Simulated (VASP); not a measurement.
# Si2Ni (Fm-3m) in VASP: notebook

Aim: see how the results for Si2Ni move with the level of theory and the settings. Levels: PBEsol, RPBE. Tasks: relaxation of cell and atoms, single point.

All numbers are computed with VASP 6.6.1; they aren't measurements. Logs are shortened: lines on timing, memory, paths and dates and some standing lists are left out, and cuts for length are marked.

**1. The crystal as given**

It takes space group Fm-3m (No. 225, cubic). Conventional cell: a = 5.386 Å, b = 5.386 Å, c = 5.386 Å, α = 90.00°, β = 90.00°, γ = 90.00°. Si (site symmetry -43m) has 4 Ni at 2.33 Å as nearest neighbours. Ni (site symmetry m-3m) is surrounded by 8 Si at 2.33 Å.

The cell comes from a database or a generator and needn't be the stable form of this composition.

**2. Relaxation of cell and atoms, PBEsol, collinear spin, ferromagnetic start**

The input, INCAR:

```
ALGO = Fast
EDIFF = 1E-7
EDIFFG = -0.005
ENCUT = 600
GGA = PS
IBRION = 2
ISIF = 3
ISMEAR = 0
ISPIN = 2
LASPH = T
LCHARG = F
LMAXMIX = 4
LORBIT = 11
LREAL = F
LWAVE = F
MAGMOM = 0 0 1
NELM = 100
NSW = 90
PREC = Accurate
SIGMA = 0.1
```

The input, KPOINTS:

```
k-points
0
Gamma
  6 6 6
```

The input, POSCAR:

```
Si2Ni
1.0
    0.0000000000      2.6931550400      2.6931550400
    2.6931550400      0.0000000000      2.6931550400
    2.6931550400      2.6931550400      0.0000000000
Si Ni
2 1
Direct
    0.2500000000      0.2500000000      0.2500000000
    0.7500000000      0.7500000000      0.7500000000
    0.0000000000      0.0000000000      0.0000000000
```

Potentials or basis: VASP PAW PBE potentials, release 64 (Si, Ni).

The run is started by

```bash
> cat potpaw_PBE.64/Si/POTCAR potpaw_PBE.64/Ni/POTCAR > POTCAR
> mpirun -np 1 vasp_std > vasp.out
```

OUTCAR:

```text
EDIFF = 1E-7
   EDIFFG = -0.005
   ENCUT = 600
   GGA = PS
   IBRION = 2
   ISIF = 3
   ISMEAR = 0
   ISPIN = 2
   LASPH = T
   LORBIT = 11
   LREAL = F
   NELM = 100
   NSW = 90
   PREC = Accurate

 ion  position               nearest neighbor table
   1  0.250  0.250  0.250-   3 2.33   3 2.33   3 2.33   3 2.33   2 2.69   2 2.69   2 2.69   2 2.69
                             2 2.69   2 2.69
   2  0.750  0.750  0.750-   3 2.33   3 2.33   3 2.33   3 2.33   1 2.69   1 2.69   1 2.69   1 2.69
                             1 2.69   1 2.69
   3  0.000  0.000  0.000-   2 2.33   2 2.33   2 2.33   1 2.33   1 2.33   1 2.33   2 2.33   1 2.33

  LATTYP: Found a face centered cubic cell.
 ALAT       =     5.3863100800

  Lattice vectors:

 A1 = (   0.0000000000,   2.6931550400,   2.6931550400)
 A2 = (   2.6931550400,   0.0000000000,   2.6931550400)
 A3 = (   2.6931550400,   2.6931550400,   0.0000000000)

Analysis of symmetry for initial positions (statically):
=====================================================================
 Subroutine PRICEL returns:
 Original cell was already a primitive cell.

 Routine SETGRP: Setting up the symmetry group for a
 face centered cubic supercell.

 Subroutine GETGRP returns: Found 48 space group operations
 (whereof 48 operations were pure point group operations)
 out of a pool of 48 trial point group operations.

The static configuration has the point symmetry O_h .

Analysis of symmetry for dynamics (positions and initial velocities):
=====================================================================
 Subroutine PRICEL returns:
 Original cell was already a primitive cell.

 Routine SETGRP: Setting up the symmetry group for a
 face centered cubic supercell.

 Subroutine GETGRP returns: Found 48 space group operations
 (whereof 48 operations were pure point group operations)
 out of a pool of 48 trial point group operations.

The dynamic configuration has the point symmetry O_h .

Analysis of structural, dynamic, and magnetic symmetry:
=====================================================================
 Subroutine PRICEL returns:
 Original cell was already a primitive cell.

 Routine SETGRP: Setting up the symmetry group for a
 face centered cubic supercell.

 Subroutine GETGRP returns: Found 48 space group operations
 (whereof 48 operations were pure point group operations)
 out of a pool of 48 trial point group operations.

The overall configuration has the point symmetry O_h .

 Subroutine INISYM returns: Found 48 space group operations
 (whereof 48 operations are pure point group operations),
[... 127 lines left out ...]
   NGX = 15   NGY = 15   NGZ = 15

--------------------------------------- Ionic step        1  -------------------------------------------

 number of electron      17.9999991 magnetization      -0.0000071

 number of electron      17.9999991 magnetization       0.0000055

 Free energy of the ion-electron system (eV)
  ---------------------------------------------------
  ext. energy  EPLUGINS =         0.00000000
  ---------------------------------------------------
  free energy    TOTEN  =       -18.97962745 eV

  energy without entropy =      -18.97284774  energy(sigma->0) =      -18.97623759

------------------------ aborting loop because EDIFF is reached ----------------------------------------

  FORCE on cell =-STRESS in cart. coord.  units (eV):
  Direction    XX          YY          ZZ          XY          YZ          ZX
  --------------------------------------------------------------------------------------
  -------------------------------------------------------------------------------------
  Total        0.2593416      0.2593416      0.2593416     -0.0000000     -0.0000000      0.0000000
  in kB       10.6357623     10.6357623     10.6357623     -0.0000000     -0.0000000      0.0000000
  external PRESSURE =      10.6357623 kB  Pullay stress =       0.0000000 kB
[... 65 lines left out ...]
 number of electron      17.9999990 magnetization      -0.0000036

 number of electron      17.9999990 magnetization       0.0000028

 Free energy of the ion-electron system (eV)
  ---------------------------------------------------
  ext. energy  EPLUGINS =         0.00000000
  ---------------------------------------------------
  free energy    TOTEN  =       -18.98047622 eV

  energy without entropy =      -18.97378306  energy(sigma->0) =      -18.97712964

 E-fermi :  10.4848     XC(G=0): -11.7185

 val. band max:       10.4746392317   @ k =   0.1667   0.1667   0.0000
 cond. band min:      10.7710338816   @ k =   0.3333   0.1667   0.0000
 fundamental gap:      0.2963946498
 Fermi energy:        10.4847987380

 spin component 1

 k-point     1 :       0.0000    0.0000    0.0000
  band No.  band energies     occupation
      1      -3.4687      1.00000
      2       5.1960      1.00000
      3       5.1960      1.00000
      4       5.1960      1.00000
      5       6.9018      1.00000
      6       6.9018      1.00000
      7      10.1937      0.99998
      8      12.1600      0.00000
      9      12.1600      0.00000
     10      12.1600      0.00000
     11      12.6738      0.00000
     12      12.6738      0.00000
     13      12.6738      0.00000
     14      15.1457      0.00000
[... 240 lines left out ...]
  band No.  band energies     occupation
      1       0.9895      1.00000
      2       2.1433      1.00000
      3       2.8376      1.00000
      4       4.3299      1.00000
      5       6.4613      1.00000
      6       6.7691      1.00000
      7       6.8043      1.00000
      8       7.2360      1.00000
      9       7.8713      1.00000
     10      11.2312      0.00000
     11      13.4532      0.00000
     12      14.4883      0.00000
     13      17.6237      0.00000
     14      18.8544      0.00000
 Fermi energy:        10.4847987380

 spin component 2

 k-point     1 :       0.0000    0.0000    0.0000
  band No.  band energies     occupation
      1      -3.4687      1.00000
      2       5.1960      1.00000
      3       5.1960      1.00000
      4       5.1960      1.00000
      5       6.9018      1.00000
      6       6.9018      1.00000
      7      10.1937      0.99998
      8      12.1600      0.00000
      9      12.1600      0.00000
     10      12.1600      0.00000
     11      12.6738      0.00000
     12      12.6738      0.00000
     13      12.6738      0.00000
     14      15.1457      0.00000
[... 283 lines left out ...]
  FREE ENERGIE OF THE ION-ELECTRON SYSTEM (eV)
  ---------------------------------------------------
  free  energy   TOTEN  =       -18.9804762227 eV

  energy  without entropy=      -18.9737830572  energy(sigma->0) =      -18.97712964

 reached required accuracy - stopping structural energy minimisation

 total charge

# of ion       s       p       d       tot
------------------------------------------
    1        0.745   0.842   0.000   1.587
    2        0.745   0.842   0.000   1.587
    3        0.567   0.804   8.468   9.839
--------------------------------------------------
tot          2.058   2.489   8.468  13.014

 magnetization (x)

# of ion       s       p       d       tot
------------------------------------------
    1       -0.000   0.000   0.000   0.000
    2       -0.000   0.000   0.000   0.000
    3       -0.000  -0.000   0.000   0.000
--------------------------------------------------
tot         -0.000  -0.000   0.000   0.000
```

OSZICAR:

```text
N       E                     dE             d eps       ncg     rms          rms(c)
DAV:   1     0.722723352010E+02    0.72272E+02   -0.83279E+03   896   0.142E+03
[... 35 lines left out ...]
RMM:   4    -0.189804776177E+02    0.16349E-03   -0.11951E-03   896   0.317E-01    0.554E-02
RMM:   5    -0.189804700351E+02    0.75826E-05   -0.27710E-04   896   0.179E-01    0.167E-02
RMM:   6    -0.189804791153E+02   -0.90802E-05   -0.48624E-05   921   0.863E-02    0.241E-02
RMM:   7    -0.189804756183E+02    0.34971E-05   -0.33646E-05   894   0.698E-02    0.757E-03
RMM:   8    -0.189804759989E+02   -0.38062E-06   -0.72302E-06   959   0.261E-02    0.286E-03
RMM:   9    -0.189804761822E+02   -0.18328E-06   -0.17429E-06   805   0.105E-02    0.359E-03
RMM:  10    -0.189804762227E+02   -0.40528E-07   -0.33411E-07   688   0.573E-03
   3 F= -.18980476E+02 E0= -.18977130E+02  d E =-.848773E-03  mag=    -0.0000
```

It took 69 s on 1 thread of Intel Xeon Platinum 8488C (Sapphire Rapids), shared host; peak memory 0.19 GiB.

What came out:

```yaml
Free_energy: -18.9805 eV
Relaxed_volume: 13.11 Å³/atom
Relaxed_cell: a = 3.817 Å, b = 3.817 Å, c = 3.817 Å, α = 60.00°, β = 60.00°, γ = 60.00°
Space_group_after_relaxing_to_0.05_Å: Fm-3m (No. 225)
Energy_gained_by_relaxing: 0.3 meV/atom
Ionic_steps: 3
Pressure_after_relaxing: 0.0 GPa
Band_gap_on_the_k_mesh: none (metal or under the smearing width)
Net_moment: 0.00 μB per cell
Valence_electrons_inside_the_program's_atomic_spheres: Si 1.59; Ni 9.84
```

The path:
| step | energy change (eV) | largest force (eV/Å) | pressure (GPa) | volume (Å³) |
| --- | --- | --- | --- | --- |
| 1 | 0.0000 | 0.0000 | 1.06 | 39.07 |
| 2 | -0.0001 | 0.0000 | -0.95 | 39.56 |
| 3 | -0.0008 | 0.0000 | -0.04 | 39.32 |

Final structure:
```
CELL_PARAMETERS angstrom
0.00000 2.69901 2.69901
2.69901 0.00000 2.69901
2.69901 2.69901 0.00000
ATOMIC_POSITIONS crystal
Si 0.25000 0.25000 0.25000
Si 0.75000 0.75000 0.75000
Ni 0.00000 0.00000 0.00000
```

Caveat: the PAW data sets were made with another functional, which shifts forces and pressure a little.

**3. Single point, PBEsol, collinear spin, ferromagnetic start**

The input, INCAR:

```
ALGO = Fast
EDIFF = 1E-6
ENCUT = 520
GGA = PS
ISIF = 2
ISMEAR = 0
ISPIN = 2
LASPH = T
LCHARG = F
LMAXMIX = 4
LORBIT = 11
LREAL = F
LWAVE = F
MAGMOM = 0 0 1
NBANDS = 20
NELM = 100
PREC = Accurate
SIGMA = 0.1
```

The input, KPOINTS:

```
k-points
0
Gamma
  14 14 14
```

POSCAR is that of step 2.

Potentials or basis: VASP PAW PBE potentials, release 64 (Si, Ni).

The run is started by

```bash
> cat potpaw_PBE.64/Si/POTCAR potpaw_PBE.64/Ni/POTCAR > POTCAR
> mpirun -np 1 vasp_std > vasp.out
```

It took 2.3 min on 1 thread of Intel Xeon Platinum 8488C (Sapphire Rapids), shared host; peak memory 0.25 GiB.

Results (log left out):

- Free energy: -18.9834 eV
- Pressure: 0.6 GPa
- Band gap on the k mesh: none (metal or under the smearing width)
- Net moment: 0.00 μB per cell
- Valence electrons inside the program's atomic spheres: Si 1.59; Ni 9.86

Levels at points of the mesh, in eV from the Fermi level:
Spin up:
```tsv
k point	band 5	band 6	band 7	band 8	band 9	band 10	band 11	band 12	band 13	band 14
(0.00, 0.00, 0.00)	-3.63	-3.63	-0.23	1.68	1.68	1.68	2.19	2.19	2.19	4.68
(0.50, 0.00, 0.00)	-3.84	-3.44	-3.44	-1.52	-1.52	1.71	1.77	1.77	2.63	9.17
(0.50, 0.50, 0.00)	-4.63	-3.73	-3.73	-3.56	-3.21	-0.45	1.28	7.71	8.35	8.35
```
Spin down:
| k point | band 6 | band 7 | band 8 | band 9 | band 10 | band 11 | band 12 | band 13 |
| --- | --- | --- | --- | --- | --- | --- | --- | --- |
| (0.00, 0.00, 0.00) | -3.63 | -0.23 | 1.68 | 1.68 | 1.68 | 2.19 | 2.19 | 2.19 |
| (0.50, 0.00, 0.00) | -3.44 | -3.44 | -1.52 | -1.52 | 1.71 | 1.77 | 1.77 | 2.63 |
| (0.50, 0.50, 0.00) | -3.73 | -3.73 | -3.56 | -3.21 | -0.45 | 1.28 | 7.71 | 8.35 |

Caveat: the PAW data sets were made with another functional, which shifts forces and pressure a little.

**4. Relaxation of cell and atoms, PBEsol, collinear spin, ferromagnetic start**

The input, INCAR:

```
ALGO = Fast
EDIFF = 1E-7
EDIFFG = -0.005
ENCUT = 580
GGA = PS
IBRION = 2
ISIF = 3
ISMEAR = 0
ISPIN = 2
LASPH = T
LCHARG = F
LMAXMIX = 4
LORBIT = 11
LREAL = F
LWAVE = F
MAGMOM = 0 0 1
NELM = 100
NSW = 90
PREC = Accurate
SIGMA = 0.1
```

KPOINTS is that of step 3.

POSCAR is that of step 3.

The run is started by

```bash
> cat potpaw_PBE.64/Si/POTCAR potpaw_PBE.64/Ni/POTCAR > POTCAR
> mpirun -np 1 vasp_std > vasp.out
```

Wall time 5.2 min (1 thread of Intel Xeon Platinum 8488C (Sapphire Rapids), shared host); peak memory 0.26 GiB.

The run converged. Its results:

```
Free energy                                           : -18.9836 eV
Relaxed volume                                        : 13.07 Å³/atom
Relaxed cell                                          : a = 3.813 Å, b = 3.813 Å, c = 3.813 Å, α = 60.00°, β = 60.00°, γ = 60.00°
Space group after relaxing (to 0.05 Å)                : Fm-3m (No. 225)
Energy gained by relaxing                             : 0.1 meV/atom
Ionic steps                                           : 3
Pressure after relaxing                               : 0.0 GPa
Band gap on the k mesh                                : none (metal or under the smearing width)
Net moment                                            : 0.00 μB per cell
Valence electrons inside the program's atomic spheres : Si 1.59; Ni 9.85
```

Step by step:
```tsv
step	energy change (eV)	largest force (eV/Å)	pressure (GPa)	volume (Å³)
1	0.0000	0.0000	0.55	39.07
2	-0.0001	0.0000	-0.35	39.32
3	-0.0002	0.0000	-0.02	39.20
```

Final structure:
```cif
data_structure
_symmetry_space_group_name_H-M 'P 1'
_symmetry_Int_Tables_number 1
_cell_length_a 3.8131
_cell_length_b 3.8131
_cell_length_c 3.8131
_cell_angle_alpha 60.000
_cell_angle_beta 60.000
_cell_angle_gamma 60.000
_cell_volume 39.20
loop_
_atom_site_label
_atom_site_type_symbol
_atom_site_fract_x
_atom_site_fract_y
_atom_site_fract_z
_atom_site_occupancy
Si1 Si 0.25000 0.25000 0.25000 1
Si2 Si 0.75000 0.75000 0.75000 1
Ni1 Ni 0.00000 0.00000 0.00000 1
```

Levels at points of the mesh, in eV from the Fermi level:
Spin up:
```tsv
k point	band 7	band 8	band 9	band 10	band 11	band 12
(0.00, 0.00, 0.00)	-0.26	1.68	1.68	1.68	2.19	2.19
(0.50, 0.00, 0.00)	-3.42	-1.51	-1.51	1.71	1.77	1.77
(0.50, 0.50, 0.00)	-3.70	-3.54	-3.19	-0.45	1.29	7.71
```
Spin down:
```csv
k point,band 7,band 8,band 9,band 10,band 11,band 12
"(0.00, 0.00, 0.00)",-0.26,1.68,1.68,1.68,2.19,2.19
"(0.50, 0.00, 0.00)",-3.42,-1.51,-1.51,1.71,1.77,1.77
"(0.50, 0.50, 0.00)",-3.70,-3.54,-3.19,-0.45,1.29,7.71
```

Caveat: the PAW data sets were made with another functional, which shifts forces and pressure a little.

**5. Relaxation of cell and atoms, RPBE, collinear spin, ferromagnetic start**

Changes to INCAR since step 4:

```diff
@@ -3,4 +3,4 @@
 EDIFFG = -0.005
-ENCUT = 580
-GGA = PS
+ENCUT = 600
+GGA = RP
 IBRION = 2
```

KPOINTS is that of step 4.

POSCAR is that of step 4.

The run is started by

```bash
> cat potpaw_PBE.64/Si/POTCAR potpaw_PBE.64/Ni/POTCAR > POTCAR
> mpirun -np 1 vasp_std > vasp.out
```

Run time: 8.3 min. Hardware: 1 thread of Intel Xeon Platinum 8488C (Sapphire Rapids), shared host; peak memory 0.26 GiB.

The run converged. Its results:

```
Free energy                                           : -16.2178 eV
Relaxed volume                                        : 13.68 Å³/atom
Relaxed cell                                          : a = 3.872 Å, b = 3.872 Å, c = 3.872 Å, α = 60.00°, β = 60.00°, γ = 60.00°
Space group after relaxing (to 0.05 Å)                : Fm-3m (No. 225)
Energy gained by relaxing                             : 15.2 meV/atom
Ionic steps                                           : 5
Pressure after relaxing                               : 0.1 GPa
Band gap on the k mesh                                : none (metal or under the smearing width)
Net moment                                            : 0.00 μB per cell
Valence electrons inside the program's atomic spheres : Si 1.57; Ni 9.70
```

Step by step:
```csv
step,energy change (eV),largest force (eV/Å),pressure (GPa),volume (Å³)
1,0.0000,0.0000,7.69,39.07
2,-0.0188,0.0000,-4.97,42.71
3,-0.0455,0.0000,0.08,41.06
4,-0.0455,0.0000,-0.12,41.10
5,-0.0455,0.0000,0.05,41.04
```

Final structure:
```
CELL_PARAMETERS angstrom
0.00000 2.73785 2.73785
2.73785 0.00000 2.73785
2.73785 2.73785 0.00000
ATOMIC_POSITIONS crystal
Si 0.25000 0.25000 0.25000
Si 0.75000 0.75000 0.75000
Ni 0.00000 0.00000 0.00000
```

Levels at points of the mesh, in eV from the Fermi level:
Spin up:
```tsv
k point	band 5	band 6	band 7	band 8	band 9	band 10	band 11	band 12	band 13	band 14
(0.00, 0.00, 0.00)	-3.31	-3.31	-0.52	1.64	1.64	1.64	2.32	2.32	2.32	4.65
(0.50, 0.00, 0.00)	-3.52	-3.13	-3.13	-1.37	-1.37	1.76	1.77	1.77	2.43	9.06
(0.50, 0.50, 0.00)	-4.37	-3.40	-3.40	-3.24	-2.93	-0.46	1.49	7.66	8.04	8.04
```
Spin down:
| k point | band 7 | band 8 | band 9 | band 10 | band 11 | band 12 |
| --- | --- | --- | --- | --- | --- | --- |
| (0.00, 0.00, 0.00) | -0.52 | 1.64 | 1.64 | 1.64 | 2.32 | 2.32 |
| (0.50, 0.00, 0.00) | -3.13 | -1.37 | -1.37 | 1.76 | 1.77 | 1.77 |
| (0.50, 0.50, 0.00) | -3.40 | -3.24 | -2.93 | -0.46 | 1.49 | 7.66 |

Caveat: the PAW data sets were made with another functional, which shifts forces and pressure a little.

**6. Relaxation of cell and atoms, PBEsol**

The input, INCAR:

```
ALGO = Fast
EDIFF = 1E-7
EDIFFG = -0.005
ENCUT = 600
GGA = PS
IBRION = 2
ISIF = 3
ISMEAR = 0
LASPH = T
LCHARG = F
LREAL = F
LWAVE = F
NELM = 100
NSW = 90
PREC = Accurate
SIGMA = 0.1
```

KPOINTS is that of step 5.

POSCAR is that of step 5.

Potentials or basis: VASP PAW PBE potentials, release 64 (Si, Ni).

The run is started by

```bash
> cat potpaw_PBE.64/Si/POTCAR potpaw_PBE.64/Ni/POTCAR > POTCAR
> mpirun -np 1 vasp_std > vasp.out
```

Wall time 2.4 min (1 thread of Intel Xeon Platinum 8488C (Sapphire Rapids), shared host); peak memory 0.21 GiB.

Results (log left out):

| Property | Result |
| --- | --- |
| Free energy | -18.9836 eV |
| Relaxed volume | 13.07 Å³/atom |
| Relaxed cell | a = 3.813 Å, b = 3.813 Å, c = 3.813 Å, α = 60.00°, β = 60.00°, γ = 60.00° |
| Space group after relaxing (to 0.05 Å) | Fm-3m (No. 225) |
| Energy gained by relaxing | 0.1 meV/atom |
| Ionic steps | 4 |
| Pressure after relaxing | 0.0 GPa |
| Band gap on the k mesh | none (metal or under the smearing width) |

Step by step:
```csv
step,energy change (eV),largest force (eV/Å),pressure (GPa),volume (Å³)
1,0.0000,0.0000,0.16,39.07
2,-0.0002,0.0000,0.28,39.14
3,0.0001,0.0000,-0.56,39.36
4,-0.0002,0.0000,-0.05,39.21
```

Final structure:
```
Si Ni
1.0
     0.00000    2.69650    2.69650
     2.69650    0.00000    2.69650
     2.69650    2.69650    0.00000
Si Ni
2 1
Direct
  0.25000 0.25000 0.25000
  0.75000 0.75000 0.75000
  0.00000 0.00000 0.00000
```

Levels at points of the mesh, in eV from the Fermi level:
```tsv
k point	band 5	band 6	band 7	band 8	band 9	band 10	band 11	band 12	band 13
(0.00, 0.00, 0.00)	-3.60	-3.60	-0.26	1.68	1.68	1.68	2.20	2.20	2.20
(0.50, 0.00, 0.00)	-3.81	-3.42	-3.42	-1.51	-1.51	1.71	1.77	1.77	2.61
(0.50, 0.50, 0.00)	-4.61	-3.70	-3.70	-3.53	-3.19	-0.45	1.29	7.71	8.33
```

Caveat: the PAW data sets were made with another functional, which shifts forces and pressure a little. Spin polarisation is off, so any magnetic state and its effect on volume and gap are missing.

**7. The runs side by side**

```tsv
task	level	spin	cell	k mesh	cutoff (eV)	gap on the mesh (eV)	pressure (GPa)	moment (μB)	relaxed volume (Å³/atom)
relaxation of cell and atoms	PBEsol	collinear, ferromagnetic start	relaxed	6 × 6 × 6	600	none	0.0	0.00	13.11
single point	PBEsol	collinear, ferromagnetic start	as given	14 × 14 × 14	520	none	0.6	0.00	-
relaxation of cell and atoms	PBEsol	collinear, ferromagnetic start	relaxed	14 × 14 × 14	580	none	0.0	0.00	13.07
relaxation of cell and atoms	RPBE	collinear, ferromagnetic start	relaxed	14 × 14 × 14	600	none	0.1	0.00	13.68
relaxation of cell and atoms	PBEsol	off	relaxed	14 × 14 × 14	600	none	0.0	-	13.07
```

Alike in all rows: potentials or basis VASP PAW PBE potentials, release 64 (Si, Ni); smearing gaussian 0.1 eV.

Caveats: the PAW data sets were made with another functional, which shifts forces and pressure a little.

Absolute energies hang on the potentials; compare differences alone.
